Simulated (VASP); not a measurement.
# AlNi (Cmmm) in VASP: single point with PBEsol

Aim: the single point of AlNi with PBEsol.

Program: VASP 6.6.1. These are calculated values, not measurements. Logs are shortened: lines on timing, memory, paths and dates and some standing lists are left out, and cuts for length are marked.

## 1. The structure

Symmetry: Cmmm, No. 65, orthorhombic system. The conventional cell has a = 3.877 Å, b = 3.906 Å, c = 3.099 Å, α = 90.00°, β = 90.00°, γ = 90.00°. Al (site symmetry mmm) has 8 Ni at 2.48 to 2.49 Å and 4 Al at 2.75 Å as nearest neighbours. Ni (site symmetry mmm) has 8 Al at 2.48 to 2.49 Å and 4 Ni at 2.75 Å as nearest neighbours.

The cell comes from a database or a generator and needn't be the stable form of this composition.

## 2. Single point, PBEsol

The input, INCAR:

```
SYSTEM = AlNi
ALGO = Fast ; EDIFF = 1E-6
ENCUT = 520 ; GGA = PS
ISIF = 2 ; ISMEAR = 0
LASPH = .TRUE. ; LCHARG = .FALSE.
LREAL = .FALSE. ; LWAVE = .FALSE.
NBANDS = 14 ; NELM = 100
PREC = Accurate ; SIGMA = 0.15
```

The input, KPOINTS:

```
k-points
0
G
  18 18 16
  0 0 0
```

The input, POSCAR:

```
AlNi
1.0
    1.9386940000     -1.9531901500      0.0000000000
    1.9386940000      1.9531901500      0.0000000000
    0.0000000000      0.0000000000      3.0994300413
Al Ni
1 1
Direct
    0.0000000000      0.0000000000      0.0000000000
    0.5000000000      0.5000000000      0.5000000000
```

Potentials or basis: VASP PAW PBE potentials, release 64 (Al, Ni).

On the command line:

```console
$ cat potpaw_PBE.64/Al/POTCAR potpaw_PBE.64/Ni/POTCAR > POTCAR
$ mpirun -np 1 vasp_std > vasp.out
```

OUTCAR:

```text
SYSTEM = AlNi
   EDIFF = 1E-6
   ENCUT = 520
   GGA = PS
   ISIF = 2
   ISMEAR = 0
   LASPH = .TRUE.
   LREAL = .FALSE.
   NELM = 100
   PREC = Accurate

 ion  position               nearest neighbor table
   1  0.000  0.000  0.000-   2 2.48   2 2.48   2 2.48   2 2.48   2 2.49   2 2.49   2 2.49   2 2.49

   2  0.500  0.500  0.500-   1 2.48   1 2.48   1 2.48   1 2.48   1 2.49   1 2.49   1 2.49   1 2.49

  LATTYP: Found a base centered orthorhombic cell.
 ALAT       =     3.8773880000
 B/A-ratio  =     1.0074772759
 C/A-ratio  =     0.7993603017

  Lattice vectors:

 A1 = (   1.9386940000,  -1.9531901500,   0.0000000000)
 A2 = (   1.9386940000,   1.9531901500,   0.0000000000)
 A3 = (   0.0000000000,   0.0000000000,   3.0994300413)

Analysis of symmetry for initial positions (statically):
=====================================================================
 Subroutine PRICEL returns:
 Original cell was already a primitive cell.

 Routine SETGRP: Setting up the symmetry group for a
 base centered orthorhombic supercell.

 Subroutine GETGRP returns: Found  8 space group operations
 (whereof  8 operations were pure point group operations)
 out of a pool of  8 trial point group operations.

The static configuration has the point symmetry D_2h.

Analysis of symmetry for dynamics (positions and initial velocities):
=====================================================================
 Subroutine PRICEL returns:
 Original cell was already a primitive cell.

 Routine SETGRP: Setting up the symmetry group for a
 base centered orthorhombic supercell.

 Subroutine GETGRP returns: Found  8 space group operations
 (whereof  8 operations were pure point group operations)
 out of a pool of  8 trial point group operations.

The dynamic configuration has the point symmetry D_2h.

 Subroutine INISYM returns: Found  8 space group operations
 (whereof  8 operations are pure point group operations),
 and found     1 'primitive' translations

----------------------------------------------------------------------------------------

                                     Primitive cell

  volume of cell :      23.4728

  direct lattice vectors                    reciprocal lattice vectors
     1.938694000 -1.953190150  0.000000000     0.257905580 -0.255991461  0.000000000
     1.938694000  1.953190150  0.000000000     0.257905580  0.255991461  0.000000000
     0.000000000  0.000000000  3.099430041     0.000000000  0.000000000  0.322639965

  length of vectors
[... 93 lines left out ...]
   NELECT =      13.0000    total number of electrons
   NUPDOWN=      -1.0000    fix difference up-down
   EMIN   =  10.00;   EMAX   =-10.00  energy-range for DOS
   EFERMI =   0.00;   METHOD = LEGACY
   ISMEAR =     0;   SIGMA  =   0.15  broadening in eV -4-tet -1-fermi 0-gaus
   EFERMI_NEDOS =   21; number of points for ismear=-14 and -15
   IALGO  =     68    algorithm
   IMIX   =      4    mixing-type and parameters
     AMIX     =   0.40;   BMIX     =  1.00
     AMIX_MAG =   1.60;   BMIX_MAG =  1.00
  volume/ion in A,a.u.               =      11.74        79.20
  Fermi-wavevector in a.u.,A,eV,Ry     =   1.344417  2.540580 24.591955  1.807458
  Thomas-Fermi vector in A             =   2.472413
   LORBIT       =      0    0 simple, 1 ext, 2 COOP (PROOUT), +10 PAW based schemes
   GGA     = PS    functional components
   LHFCALC =     F    Hartree Fock is set to
   AEXX    =    0.0000 exact exchange contribution
   IVDW    =     0    specifies the selected vdW correction
   LEPSILON=     F    determine dielectric tensor
   LRPA    =     F    only Hartree local field effects (RPA)
 non-spin polarized calculation
 RMM-DIIS sequential band-by-band and
 Gauss-broadening in eV      SIGMA  =   0.15
  energy-cutoff  :      520.00
  volume of cell :       23.47
 maximum number of plane-waves:       646
   NGX = 11   NGY = 11   NGZ = 11

 number of electron      13.0000022 magnetization

 Free energy of the ion-electron system (eV)
  ---------------------------------------------------
  ext. energy  EPLUGINS =         0.00000000
  ---------------------------------------------------
  free energy    TOTEN  =       -11.54761435 eV

  energy without entropy =      -11.53778330  energy(sigma->0) =      -11.54269882

 E-fermi :  10.1487     XC(G=0): -12.2567

 val. band max:       10.1482926821   @ k =   0.3889   0.1111   0.2500
 cond. band min:      10.1521587582   @ k =  -0.3889   0.1111   0.1875
 fundamental gap:      0.0038660762
 Fermi energy:        10.1486838908

 k-point     1 :       0.0000    0.0000    0.0000
  band No.  band energies     occupation
      1      -1.1363      2.00000
      2       6.7145      2.00000
      3       6.8561      2.00000
      4       8.4804      2.00000
      5       8.5000      2.00000
      6       8.7928      2.00000
      7      13.0817      0.00000
      8      17.1849      0.00000
      9      17.2285      0.00000
     10      17.3248      0.00000
     11      18.8103      0.00000
     12      24.7658      0.00000
     13      30.5556      0.00000
     14      30.5647      0.00000
[... 377 lines left out ...]
      1      -0.0956      2.00000
      2       6.7653      2.00000
      3       7.0008      2.00000
      4       7.9558      2.00000
      5       8.4361      2.00000
      6       8.5037      2.00000
      7      12.2230      0.00000
      8      14.5347      0.00000
      9      17.1381      0.00000
     10      18.3038      0.00000
     11      22.3989      0.00000
     12      25.0765      0.00000
     13      27.2432      0.00000
     14      28.2880      0.00000

 [... further k-points ...]

------------------------ aborting loop because EDIFF is reached ----------------------------------------

  FORCE on cell =-STRESS in cart. coord.  units (eV):
  Direction    XX          YY          ZZ          XY          YZ          ZX
  --------------------------------------------------------------------------------------
  -------------------------------------------------------------------------------------
  Total        0.5611486      0.3246914     -0.5165342      0.0000000      0.0000000      0.0000000
  in kB       38.3021228     22.1623438    -35.2568907      0.0000000      0.0000000      0.0000000
  external PRESSURE =       8.4025253 kB  Pullay stress =       0.0000000 kB

 VOLUME and BASIS-vectors are now :
 -----------------------------------------------------------------------------
  energy-cutoff  :      520.00
  volume of cell :       23.47
      direct lattice vectors                 reciprocal lattice vectors
     1.938694000 -1.953190150  0.000000000     0.257905580 -0.255991461  0.000000000
     1.938694000  1.953190150  0.000000000     0.257905580  0.255991461  0.000000000
     0.000000000  0.000000000  3.099430041     0.000000000  0.000000000  0.322639965

 POSITION                                       TOTAL-FORCE (eV/Angst)
 -----------------------------------------------------------------------------------
      0.00000      0.00000      0.00000        -0.000000      0.000000      0.000000
      1.93869      0.00000      1.54972         0.000000     -0.000000      0.000000
 -----------------------------------------------------------------------------------
    total drift:                                0.000000      0.000000      0.000000

  FREE ENERGIE OF THE ION-ELECTRON SYSTEM (eV)
  ---------------------------------------------------
  free  energy   TOTEN  =       -11.5476143514 eV

  energy  without entropy=      -11.5377832971  energy(sigma->0) =      -11.54269882
```

OSZICAR:

```text
N       E                     dE             d eps       ncg     rms          rms(c)
DAV:   1     0.396784092634E+02    0.39678E+02   -0.53811E+03 23316   0.970E+02
DAV:   2    -0.115171753394E+02   -0.51196E+02   -0.46290E+02 24588   0.181E+02
DAV:   3    -0.132400502063E+02   -0.17229E+01   -0.17084E+01 28974   0.367E+01
DAV:   4    -0.132625628110E+02   -0.22513E-01   -0.22507E-01 27084   0.383E+00
DAV:   5    -0.132632212159E+02   -0.65840E-03   -0.65839E-03 29266   0.714E-01    0.132E+01
RMM:   6    -0.156217349101E+02   -0.23585E+01   -0.16756E+01 28067   0.513E+01    0.183E+01
RMM:   7    -0.115729860823E+02    0.40487E+01   -0.45826E+00 25732   0.261E+01    0.118E+00
RMM:   8    -0.115595866743E+02    0.13399E-01   -0.11831E-01 24432   0.349E+00    0.796E-01
RMM:   9    -0.115517245800E+02    0.78621E-02   -0.32943E-02 25867   0.113E+00    0.583E-01
RMM:  10    -0.115476814980E+02    0.40431E-02   -0.87332E-03 27932   0.117E+00    0.166E-01
RMM:  11    -0.115477908143E+02   -0.10932E-03   -0.10769E-03 31014   0.392E-01    0.138E-01
RMM:  12    -0.115476042131E+02    0.18660E-03   -0.35168E-04 31278   0.206E-01    0.325E-02
RMM:  13    -0.115476127972E+02   -0.85841E-05   -0.94054E-05 31538   0.665E-02    0.866E-03
RMM:  14    -0.115476141012E+02   -0.13041E-05   -0.16697E-05 31663   0.283E-02    0.856E-03
RMM:  15    -0.115476143514E+02   -0.25013E-06   -0.22001E-06 19887   0.117E-02
   1 F= -.11547614E+02 E0= -.11542699E+02  d E =-.983105E-02
```

Run time: 2.5 min. Hardware: 1 thread of Intel Xeon Platinum 8488C (Sapphire Rapids), shared host; peak memory 0.36 GiB.

Results:

- Free energy: -11.5476 eV
- Pressure: 0.8 GPa
- Band gap on the k mesh: none (metal or under the smearing width)

Levels at points of the mesh, in eV from the Fermi level:
| k point | band 3 | band 4 | band 5 | band 6 | band 7 | band 8 | band 9 | band 10 | band 11 | band 12 |
| --- | --- | --- | --- | --- | --- | --- | --- | --- | --- | --- |
| (0.00, 0.00, 0.00) | -3.29 | -1.67 | -1.65 | -1.36 | 2.93 | 7.04 | 7.08 | 7.18 | 8.66 | 14.62 |
| (0.50, 0.00, 0.00) | -2.81 | -2.76 | -2.08 | -1.54 | -0.36 | 7.77 | 7.93 | 9.39 | 11.62 | 12.73 |
| (0.50, 0.50, 0.00) | -2.46 | -2.45 | -2.43 | -2.31 | -0.86 | 2.21 | 3.30 | 10.80 | 13.51 | 13.64 |
| (0.00, 0.00, 0.50) | -2.98 | -2.11 | -2.08 | -1.31 | -1.25 | 8.42 | 11.18 | 11.22 | 11.52 | 11.53 |
| (0.50, 0.00, 0.50) | -3.44 | -2.87 | -2.00 | -1.91 | -1.23 | 1.29 | 2.20 | 13.62 | 15.58 | 16.12 |
| (0.50, 0.50, 0.50) | -4.14 | -1.19 | -0.84 | 1.83 | 2.07 | 2.18 | 3.96 | 4.07 | 4.17 | 5.39 |

Caveat: the PAW data sets were made with another functional, which shifts forces and pressure a little. Spin polarisation is off, so any magnetic state and its effect on volume and gap are missing.
